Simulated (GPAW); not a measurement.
# In (Im-3m) in GPAW: notebook, part 2 of 2

GPAW 26.7.0.

### Step 3. Fermi surface, PBEsol

Contents of run.py:

```python
import json
import numpy as np
from ase import Atoms
from ase.dft.bandgap import bandgap
from ase.io import write
from ase.units import GPa
from gpaw import GPAW, PW, setup_paths

setup_paths.insert(0, '.')

atoms = Atoms(['In'],
              cell=[[-1.88252524, 1.88252524, 1.88252524],
                    [1.88252524, -1.88252524, 1.88252524],
                    [1.88252524, 1.88252524, -1.88252524]],
              scaled_positions=[[0.0, 0.0, 0.0]],
              pbc=True)

calc = GPAW(mode=PW(270),
            xc='PBEsol',
            kpts={'size': (10, 10, 10), 'gamma': True},
            occupations={'name': 'fermi-dirac', 'width': 0.025},
            nbands=14,
            convergence={'density': 1e-05, 'energy': 1e-05},
            eigensolver={'name': 'davidson', 'niter': 2},
            maxiter=50,
            txt='gpaw.txt')
atoms.calc = calc
energy = atoms.get_potential_energy()
forces = atoms.get_forces()
stress = atoms.get_stress()
calc.write('gs.gpw')
write('result.traj', atoms)
print(f'Energy: {energy:.6f} eV')
print('Forces (eV/A):')
print(forces.round(4))
print('Stress (GPa):', (stress / GPa).round(3))
print('Fermi level:', round(calc.get_fermi_level(), 4), 'eV')
print(f'Gap: {bandgap(calc)[0]:.4f} eV, direct: {bandgap(calc, direct=True)[0]:.4f} eV')

size = (16, 16, 16)
dense = calc.fixed_density(kpts={'size': size, 'gamma': True}, update_fermi_level=True,
                           convergence={'bands': 'CBM+2.0', 'eigenstates': 1e-7}, txt='dense.txt')
ef = dense.get_fermi_level()
index = np.round(dense.get_bz_k_points() * size).astype(int) % size
recip = 2 * np.pi * atoms.cell.reciprocal()
sheets = []
for s, e_kn in enumerate(dense.eigenvalues()):
    for n in range(e_kn.shape[1] - 2):
        if e_kn[:, n].min() < ef < e_kn[:, n].max():
            e = np.empty(size)
            e[tuple(index.T)] = e_kn[dense.get_bz_to_ibz_map(), n] - ef
            de = np.array([(np.roll(e, -1, c) - np.roll(e, 1, c)) * size[c] / 2 for c in range(3)])
            v = np.linalg.norm(np.einsum('vc,cxyz->vxyz', np.linalg.inv(recip), de), axis=0)
            w = np.exp(-(e / 0.1)**2) / (0.1 * np.pi**0.5)
            sheets.append({'spin': s, 'band': n, 'filled': (e < 0).mean(), 'dos': w.mean(), 'bottom': e.min(), 'top': e.max(),
                           'velocity': (w * v).sum() / w.sum() * 1.519267e5, 'slice': e[:, :, 0].round(3).tolist()})
            print(f'spin {s} band {n}: filled share {sheets[-1]["filled"]:.3f}, from {e.min():.3f} to {e.max():.3f} eV,',
                  f'{w.mean():.3f} states/eV, mean velocity {sheets[-1]["velocity"]:.3e} m/s')
print('Fermi level on the dense mesh:', round(ef, 4), 'eV,', len(sheets), 'sheets')
json.dump({'ef': ef, 'sheets': sheets}, open('fermi.json', 'w'))
```

Potentials or basis: PAW data sets generated in the run's folder for this functional, pw.

On the command line:

```bash
$ gpaw-setup -f PBEsol In
$ OMP_NUM_THREADS=1 python run.py
```

gpaw.txt:

```text
__  _  _
 | _ |_)|_||  |
 |__||  | ||/\| - 26.7.0

Input parameters:
  mode=PW(ecut=270.0),
  convergence={'density': 1e-05, 'energy': 1e-05},
  eigensolver=Davidson(niter=2),
  kpts=MonkhorstPack(size=(10, 10, 10), gamma=True),
  maxiter=50,
  nbands=14,
  occupations=Occupations(name='fermi-dirac', width=0.025),
  xc=XC(name='PBEsol')

Diagonalizing LCAO Hamiltonian
Converting LCAO to pw mode

       In

Atoms  # Å, Bohr magnetons
|   | symbol |        x |        y |        z |    initial magnetic moments |
|---|--------|----------|----------|----------|-----------------------------|
| 0 |     In | 0.000000 | 0.000000 | 0.000000 | ( 0.0000,  0.0000,  0.0000) |

Unit cell  # Å
| periodic |         x |         y |         z |  lengths |     angles |
|----------|-----------|-----------|-----------|----------|------------|
|      yes | -1.882525 |  1.882525 |  1.882525 | 3.260629 | 109.471221 |
|      yes |  1.882525 | -1.882525 |  1.882525 | 3.260629 | 109.471221 |
|      yes |  1.882525 |  1.882525 | -1.882525 | 3.260629 | 109.471221 |

Number of symmetries: 48
Symmetry operations  # r_c * U_cc + t_c -> r_c
|    | kind |            matrix            |
|----|------|------------------------------|
|  0 |  σ   |  1, 1, 1,  0, 0,-1,  0,-1, 0 |
|  1 |  C4  |  1, 1, 1,  0, 0,-1, -1, 0, 0 |
|  2 |  C2  |  1, 1, 1,  0,-1, 0,  0, 0,-1 |
|  3 |  S6  |  1, 1, 1,  0,-1, 0, -1, 0, 0 |
|  4 |  S6  |  1, 1, 1, -1, 0, 0,  0, 0,-1 |
|  5 |  C4  |  1, 1, 1, -1, 0, 0,  0,-1, 0 |
|  6 |  E   |  1, 0, 0,  0, 1, 0,  0, 0, 1 |
|  7 |  σ   |  1, 0, 0,  0, 1, 0, -1,-1,-1 |
|  8 |  σ   |  1, 0, 0,  0, 0, 1,  0, 1, 0 |
|  9 |  C3  |  1, 0, 0,  0, 0, 1, -1,-1,-1 |
| 10 |  C3  |  1, 0, 0, -1,-1,-1,  0, 1, 0 |
| 11 |  σ   |  1, 0, 0, -1,-1,-1,  0, 0, 1 |
| 12 |  σ   |  0, 1, 0,  1, 0, 0,  0, 0, 1 |
| 13 |  C2  |  0, 1, 0,  1, 0, 0, -1,-1,-1 |
| 14 |  C3  |  0, 1, 0,  0, 0, 1,  1, 0, 0 |
| 15 |  S4  |  0, 1, 0,  0, 0, 1, -1,-1,-1 |
| 16 |  S4  |  0, 1, 0, -1,-1,-1,  1, 0, 0 |
| 17 |  C3  |  0, 1, 0, -1,-1,-1,  0, 0, 1 |
| 18 |  C3  |  0, 0, 1,  1, 0, 0,  0, 1, 0 |
| 19 |  S4  |  0, 0, 1,  1, 0, 0, -1,-1,-1 |
| 20 |  σ   |  0, 0, 1,  0, 1, 0,  1, 0, 0 |
| 21 |  C3  |  0, 0, 1,  0, 1, 0, -1,-1,-1 |
| 22 |  C2  |  0, 0, 1, -1,-1,-1,  1, 0, 0 |
| 23 |  S4  |  0, 0, 1, -1,-1,-1,  0, 1, 0 |
| 24 |  C4  |  0, 0,-1,  1, 1, 1,  0,-1, 0 |
| 25 |  σ   |  0, 0,-1,  1, 1, 1, -1, 0, 0 |
| 26 |  S6  |  0, 0,-1,  0,-1, 0,  1, 1, 1 |
| 27 |  C2  |  0, 0,-1,  0,-1, 0, -1, 0, 0 |
| 28 |  C4  |  0, 0,-1, -1, 0, 0,  1, 1, 1 |
| 29 |  S6  |  0, 0,-1, -1, 0, 0,  0,-1, 0 |
| 30 |  S6  |  0,-1, 0,  1, 1, 1,  0, 0,-1 |
| 31 |  C4  |  0,-1, 0,  1, 1, 1, -1, 0, 0 |
| 32 |  C4  |  0,-1, 0,  0, 0,-1,  1, 1, 1 |
| 33 |  S6  |  0,-1, 0,  0, 0,-1, -1, 0, 0 |
| 34 |  σ   |  0,-1, 0, -1, 0, 0,  1, 1, 1 |
| 35 |  C2  |  0,-1, 0, -1, 0, 0,  0, 0,-1 |
| 36 |  C2  | -1, 0, 0,  1, 1, 1,  0, 0,-1 |
| 37 |  S6  | -1, 0, 0,  1, 1, 1,  0,-1, 0 |
| 38 |  S6  | -1, 0, 0,  0, 0,-1,  1, 1, 1 |
| 39 |  C2  | -1, 0, 0,  0, 0,-1,  0,-1, 0 |
| 40 |  C2  | -1, 0, 0,  0,-1, 0,  1, 1, 1 |
| 41 |  i   | -1, 0, 0,  0,-1, 0,  0, 0,-1 |
| 42 |  S4  | -1,-1,-1,  1, 0, 0,  0, 1, 0 |
| 43 |  C3  | -1,-1,-1,  1, 0, 0,  0, 0, 1 |
| 44 |  C3  | -1,-1,-1,  0, 1, 0,  1, 0, 0 |
| 45 |  σ   | -1,-1,-1,  0, 1, 0,  0, 0, 1 |
| 46 |  S4  | -1,-1,-1,  0, 0, 1,  1, 0, 0 |
| 47 |  C2  | -1,-1,-1,  0, 0, 1,  0, 1, 0 |

BZ-sampling:
  Number of BZ points: 1000
  Number of IBZ points: 47

  Monkhorst-Pack size: [10, 10, 10]
  Monkhorst-Pack shift: [0.05, 0.05, 0.05]

K-points  # in reciprocal-cell coordinates
|     |                                coordinates |     weight |
|-----|--------------------------------------------|------------|
|   0 | (  0.00000000,   0.00000000,   0.00000000) | 0.00100000 |
|   1 | (  0.10000000,   0.00000000,   0.00000000) | 0.01200000 |
|   2 | (  0.10000000,   0.10000000,  -0.10000000) | 0.00600000 |
|   3 | (  0.20000000,   0.00000000,  -0.10000000) | 0.02400000 |
|   4 | (  0.20000000,   0.00000000,   0.00000000) | 0.01200000 |
|   5 | (  0.20000000,   0.10000000,  -0.10000000) | 0.02400000 |
|   6 | (  0.20000000,   0.20000000,  -0.20000000) | 0.00600000 |
|   7 | (  0.30000000,  -0.10000000,  -0.10000000) | 0.00800000 |
|   8 | (  0.30000000,   0.00000000,  -0.10000000) | 0.04800000 |
|   9 | (  0.30000000,   0.00000000,   0.00000000) | 0.01200000 |
| ... |                                            |            |
|  46 | (  0.50000000,   0.50000000,   0.50000000) | 0.00100000 |

Plane wave coefficients: 276
Cutoff: 270.0 eV

Spin-components: 1 (collinear spins)
Bands:           14
Projectors:      6
Spin-degeneracy: 2
Datatype:        complex128

Parallelization:
  kpt:    1
  domain: 1
  band:   1

Density:
  Valence electrons: 13.0
  Components: 1
  Grid points: [14 14 14]
  Charge: 0.0  # |e|

Potential:
  Grid points: [14 14 14]

species:
  In:
    name:    Indium
    Z:       49.0
    valence: 13
    core:    36
    charge:  0.0  # [|e|]
    compensation charges:
      type: gauss
      rc: 0.36  # [Å]
      lmax: 2
    cutoffs:
      filter: 2.09  # [Å]
      core: 2.48  # [Å]
    projectors
    | kind |    occ | energy [eV] | rcut [Å] |
    |------|--------|-------------|----------|
    |   5s |  2.000 |      -8.248 |    1.185 |
    |   5p |  1.000 |      -2.521 |    1.244 |
    |   4d | 10.000 |     -18.596 |    1.148 |
    |    s |        |      18.964 |    1.185 |
    |    p |        |      24.691 |    1.244 |
    |    d |        |       8.615 |    1.148 |

    Using partial waves for In as LCAO basis

Reference energy: -159902.609223  # eV

eigensolver:
  Davidson
  Converge bands: occupied
  niter=2

density mixing:
  MSR1-Mixer
  Pratt-step length: 0.05
  Maximum mixing coefficient: 0.75
  Old densities: 10
  SVD Regularization: 0.005
  Good broyden scale: 1.0
  Trust region scale: 1.0
  Backstep threshold: 4.0
  History deletion threshold: 6.0
  Fourier metric: weight=20.0, sigma=0.015

occupation numbers:
  Fermi-Dirac:
    width: 0.0250  # eV

poisson solver:
  ecut: 2160.0  # eV

xc functional:
  name: PBEsol with 2 nearest neighbor stencil

convergence criteria:
- Maximum integral of absolute [dens]ity change: 1e-05 electrons / valence electron
- Maximum [total energy] change in last 3 cyles: 1e-05 eV / valence electron
- Maximum integral of absolute [eigenst]ate change: 4e-08 eV^2 / valence electron
maximum number of iterations: 50

SCF iterations
|iter     | |      energy | eigst |  dens |
|---------|-|-------------|-------|-------|
|iter:   1| |   -2.655578 | -0.72 |       |
|iter:   2| |   -2.651342 | -2.95 | -1.52 |
|iter:   3| |   -2.618869 | -3.31 | -1.55 |
|iter:   4| |   -2.616745 | -4.58 | -2.07 |
|iter:   5| |   -2.616680 | -5.15 | -2.67 |
|iter:   6| |   -2.616688c| -5.72 | -3.56 |
|iter:   7| |   -2.616689c| -6.46 | -4.03 |
|iter:   8| |   -2.616689c| -7.54c| -5.19c|

Converged in 8 steps
Energy contributions relative to reference atoms: (reference = -159902.609223)

Energy contributions:
  Kinetic:          21.774029
  Coulomb:         -20.673417
  Zero:              0.784495
  External:          0.000000
  Xc:               -4.500558
  Entropy:          -0.002475
  Spinorbit:         0.000000
  ----------------------------
  Free energy:      -2.617926
  Extrapolated:     -2.616689

dipole moment: (-6.365920, -6.365920, -6.365920)  # |e|*Ang

Fermi level: 6.544
Eigenvalues  # (at kpt = [0.000, 0.000, 0.000])
| band index |      eig [eV] | occ [0-2] |
|------------|---------------|-----------|
|          0 |        -7.758 |     2.000 |
|          1 |        -7.758 |     2.000 |
|          2 |        -7.758 |     2.000 |
|          3 |        -7.479 |     2.000 |
|          4 |        -7.479 |     2.000 |
|          5 |        -2.819 |     2.000 |
|          6 |        17.460 |     0.000 |
|          7 |        17.460 |     0.000 |
|          8 |        17.460 |     0.000 |
|          9 |        19.636 |     0.000 |
|         10 |        19.639 |     0.000 |
|         11 |        19.792 |     0.000 |
|         12 |        21.525 |     0.000 |
|         13 |        21.547 |     0.000 |

No gap
No difference between direct/indirect transitions

Forces  # eV/Ang
|       x |        y |        z |
|---------|----------|----------|
| 0.00000 | -0.00000 | -0.00000 |  # In   0

Stress tensor  # eV/Ang^3
|         x |        y |         z |
|-----------|----------|-----------|
|  0.018182 | 0.000000 | -0.000000 |
|  0.000000 | 0.018182 |  0.000000 |
| -0.000000 | 0.000000 |  0.018182 |

# Writing to gs.gpw (mode='')
```

Wall time 10 s (1 thread of INTEL XEON PLATINUM 8581C at 2.10GHz (Emerald Rapids), shared host); peak memory 0.14 GiB.

The run converged, but some of its settings lie outside the range that counts as converged, so its numbers aren't taken as properties of the crystal.

What came out:

```
Free energy            : -2.6179 eV
Pressure               : -2.9 GPa
Band gap on the k mesh : none (metal or under the smearing width)
```

Caveat: the cutoff is short for stress and forces, so pressures can be off by a GPa or more.

### Step 4. Single point, PBEsol, 26.68 Å³/atom

Contents of run.py:

```python
from ase import Atoms
from ase.dft.bandgap import bandgap
from ase.io import write
from ase.units import GPa
from gpaw import GPAW, PW, setup_paths

setup_paths.insert(0, '.')

atoms = Atoms(['In'],
              cell=[[-1.9201757448, 1.9201757448, 1.88252524],
                    [1.9201757448, -1.9201757448, 1.88252524],
                    [1.8448747352, 1.8448747352, -1.88252524]],
              scaled_positions=[[0.0, 0.0, 0.0]],
              pbc=True)

calc = GPAW(mode=PW(600),
            xc='PBEsol',
            kpts={'size': (10, 10, 10), 'gamma': True},
            occupations={'name': 'fermi-dirac', 'width': 0.05},
            nbands=14,
            convergence={'density': 1e-05, 'energy': 1e-05},
            maxiter=150,
            txt='gpaw.txt')
atoms.calc = calc
energy = atoms.get_potential_energy()
forces = atoms.get_forces()
stress = atoms.get_stress()
calc.write('gs.gpw')
write('result.traj', atoms)
print(f'Energy: {energy:.6f} eV')
print('Forces (eV/A):')
print(forces.round(4))
print('Stress (GPa):', (stress / GPa).round(3))
print('Fermi level:', round(calc.get_fermi_level(), 4), 'eV')
print(f'Gap: {bandgap(calc)[0]:.4f} eV, direct: {bandgap(calc, direct=True)[0]:.4f} eV')
```

Potentials or basis: PAW data sets generated in the run's folder for this functional, pw.

On the command line:

```bash
$ gpaw-setup -f PBEsol In
$ OMP_NUM_THREADS=1 python run.py
```

gpaw.txt:

```text
__  _  _
 | _ |_)|_||  |
 |__||  | ||/\| - 26.7.0

Input parameters:
  mode=PW(ecut=600.0),
  convergence={'density': 1e-05, 'energy': 1e-05},
  kpts=MonkhorstPack(size=(10, 10, 10), gamma=True),
  maxiter=150,
  nbands=14,
  occupations=Occupations(name='fermi-dirac', width=0.05),
  xc=XC(name='PBEsol')

Diagonalizing LCAO Hamiltonian
Converting LCAO to pw mode

       In

Atoms  # Å, Bohr magnetons
|   | symbol |        x |        y |        z |    initial magnetic moments |
|---|--------|----------|----------|----------|-----------------------------|
| 0 |     In | 0.000000 | 0.000000 | 0.000000 | ( 0.0000,  0.0000,  0.0000) |

Unit cell  # Å
| periodic |         x |         y |         z |  lengths |     angles |
|----------|-----------|-----------|-----------|----------|------------|
|      yes | -1.920176 |  1.920176 |  1.882525 | 3.304247 | 109.473021 |
|      yes |  1.920176 | -1.920176 |  1.882525 | 3.304247 | 109.473021 |
|      yes |  1.844875 |  1.844875 | -1.882525 | 3.217301 | 110.537354 |

Number of symmetries: 8
Symmetry operations  # r_c * U_cc + t_c -> r_c
|   | kind |            matrix            |
|---|------|------------------------------|
| 0 |  E   |  1, 0, 0,  0, 1, 0,  0, 0, 1 |
| 1 |  σ   |  1, 0, 0,  0, 1, 0, -1,-1,-1 |
| 2 |  σ   |  0, 1, 0,  1, 0, 0,  0, 0, 1 |
| 3 |  C2  |  0, 1, 0,  1, 0, 0, -1,-1,-1 |
| 4 |  σ   |  0,-1, 0, -1, 0, 0,  1, 1, 1 |
| 5 |  C2  |  0,-1, 0, -1, 0, 0,  0, 0,-1 |
| 6 |  C2  | -1, 0, 0,  0,-1, 0,  1, 1, 1 |
| 7 |  i   | -1, 0, 0,  0,-1, 0,  0, 0,-1 |

BZ-sampling:
  Number of BZ points: 1000
  Number of IBZ points: 171

  Monkhorst-Pack size: [10, 10, 10]
  Monkhorst-Pack shift: [0.05, 0.05, 0.05]

K-points  # in reciprocal-cell coordinates
|     |                                coordinates |     weight |
|-----|--------------------------------------------|------------|
|   0 | (  0.00000000,   0.00000000,   0.00000000) | 0.00100000 |
|   1 | (  0.00000000,   0.00000000,   0.10000000) | 0.00200000 |
|   2 | (  0.00000000,   0.00000000,   0.20000000) | 0.00200000 |
|   3 | (  0.00000000,   0.00000000,   0.30000000) | 0.00200000 |
|   4 | (  0.00000000,   0.00000000,   0.40000000) | 0.00200000 |
|   5 | (  0.00000000,   0.00000000,   0.50000000) | 0.00100000 |
|   6 | (  0.10000000,  -0.10000000,   0.00000000) | 0.00200000 |
|   7 | (  0.10000000,  -0.10000000,   0.10000000) | 0.00400000 |
|   8 | (  0.10000000,  -0.10000000,   0.20000000) | 0.00400000 |
|   9 | (  0.10000000,  -0.10000000,   0.30000000) | 0.00400000 |
| ... |                                            |            |
| 170 | (  0.50000000,   0.50000000,   0.50000000) | 0.00100000 |

Plane wave coefficients: 915
Cutoff: 600.0 eV

Spin-components: 1 (collinear spins)
Bands:           14
Projectors:      6
Spin-degeneracy: 2
Datatype:        complex128

Parallelization:
  kpt:    1
  domain: 1
  band:   1

Density:
  Valence electrons: 13.0
  Components: 1
  Grid points: [20 20 20]
  Charge: 0.0  # |e|

Potential:
  Grid points: [20 20 20]

species:
  In:
    name:    Indium
    Z:       49.0
    valence: 13
    core:    36
    charge:  0.0  # [|e|]
    compensation charges:
      type: gauss
      rc: 0.36  # [Å]
      lmax: 2
    cutoffs:
      filter: 2.09  # [Å]
      core: 2.48  # [Å]
    projectors
    | kind |    occ | energy [eV] | rcut [Å] |
    |------|--------|-------------|----------|
    |   5s |  2.000 |      -8.248 |    1.185 |
    |   5p |  1.000 |      -2.521 |    1.244 |
    |   4d | 10.000 |     -18.596 |    1.148 |
    |    s |        |      18.964 |    1.185 |
    |    p |        |      24.691 |    1.244 |
    |    d |        |       8.615 |    1.148 |

    Using partial waves for In as LCAO basis

Reference energy: -159902.609223  # eV

eigensolver:
  PPCG
  Converge bands: occupied
  niter=2

density mixing:
  MSR1-Mixer
  Pratt-step length: 0.05
  Maximum mixing coefficient: 0.75
  Old densities: 10
  SVD Regularization: 0.005
  Good broyden scale: 1.0
  Trust region scale: 1.0
  Backstep threshold: 4.0
  History deletion threshold: 6.0
  Fourier metric: weight=20.0, sigma=0.015

occupation numbers:
  Fermi-Dirac:
    width: 0.0500  # eV

poisson solver:
  ecut: 4800.0  # eV

xc functional:
  name: PBEsol with 2 nearest neighbor stencil

convergence criteria:
- Maximum integral of absolute [dens]ity change: 1e-05 electrons / valence electron
- Maximum [total energy] change in last 3 cyles: 1e-05 eV / valence electron
- Maximum integral of absolute [eigenst]ate change: 4e-08 eV^2 / valence electron
maximum number of iterations: 150

SCF iterations
|iter     | |      energy | eigst |  dens |
|---------|-|-------------|-------|-------|
|iter:   1| |   -3.222824 | -0.46 |       |
|iter:   2| |   -3.218521 | -2.53 | -1.58 |
|iter:   3| |   -3.188843 | -2.68 | -1.61 |
|iter:   4| |   -3.188020 | -3.96 | -2.09 |
|iter:   5| |   -3.188089 | -4.55 | -2.71 |
|iter:   6| |   -3.188096c| -6.09 | -3.60 |
|iter:   7| |   -3.188097c| -7.07 | -4.20 |
|iter:   8| |   -3.188097c| -8.39c| -5.38c|

Converged in 8 steps
Energy contributions relative to reference atoms: (reference = -159902.609223)

Energy contributions:
  Kinetic:          10.085342
  Coulomb:          -9.335293
  Zero:              0.159477
  External:          0.000000
  Xc:               -4.095376
  Entropy:          -0.004494
  Spinorbit:         0.000000
  ----------------------------
  Free energy:      -3.190344
  Extrapolated:     -3.188097

dipole moment: (-6.249190, -6.249190, -6.376724)  # |e|*Ang

Fermi level: 6.526
Eigenvalues  # (at kpt = [0.000, 0.000, 0.000])
| band index |      eig [eV] | occ [0-2] |
|------------|---------------|-----------|
|          0 |        -7.922 |     2.000 |
|          1 |        -7.887 |     2.000 |
|          2 |        -7.848 |     2.000 |
|          3 |        -7.613 |     2.000 |
|          4 |        -7.610 |     2.000 |
|          5 |        -2.816 |     2.000 |
|          6 |        16.948 |     0.000 |
|          7 |        17.450 |     0.000 |
|          8 |        17.758 |     0.000 |
|          9 |        19.458 |     0.000 |
|         10 |        19.639 |     0.000 |
|         11 |        20.039 |     0.000 |
|         12 |        20.969 |     0.000 |
|         13 |        21.436 |     0.000 |

No gap
No difference between direct/indirect transitions

Forces  # eV/Ang
|       x |       y |       z |
|---------|---------|---------|
| 0.00000 | 0.00000 | 0.00000 |  # In   0

Stress tensor  # eV/Ang^3
|         x |         y |        z |
|-----------|-----------|----------|
|  0.010347 | -0.004044 | 0.000000 |
| -0.004044 |  0.010347 | 0.000000 |
|  0.000000 |  0.000000 | 0.009435 |

# Writing to gs.gpw (mode='')
```

Wall time 24 s (1 thread of Arm Neoverse V2, shared host); peak memory 0.18 GiB.

What came out:

```
Free energy            : -3.1903 eV
Pressure               : -1.6 GPa
Band gap on the k mesh : none (metal or under the smearing width)
```

Caveat: the density grid can change from cell to cell, which puts small steps into energies and stress.

### Step 5. Single point, PBEsol, 26.68 Å³/atom

Changes to run.py since step 4:

```diff
@@ -9,5 +9,5 @@
 atoms = Atoms(['In'],
-              cell=[[-1.9201757448, 1.9201757448, 1.88252524],
-                    [1.9201757448, -1.9201757448, 1.88252524],
-                    [1.8448747352, 1.8448747352, -1.88252524]],
+              cell=[[-1.9013504924, 1.9013504924, 1.88252524],
+                    [1.9013504924, -1.9013504924, 1.88252524],
+                    [1.8636999876, 1.8636999876, -1.88252524]],
               scaled_positions=[[0.0, 0.0, 0.0]],
```

On the command line:

```bash
$ gpaw-setup -f PBEsol In
$ OMP_NUM_THREADS=1 python run.py
```

It took 24 s on 1 thread of Arm Neoverse V2, shared host; peak memory 0.18 GiB.

The run converged. Its results:

```yaml
Free_energy: -3.1917 eV
Pressure: -1.6 GPa
Band_gap_on_the_k_mesh: none (metal or under the smearing width)
```

Caveat: the density grid can change from cell to cell, which puts small steps into energies and stress.
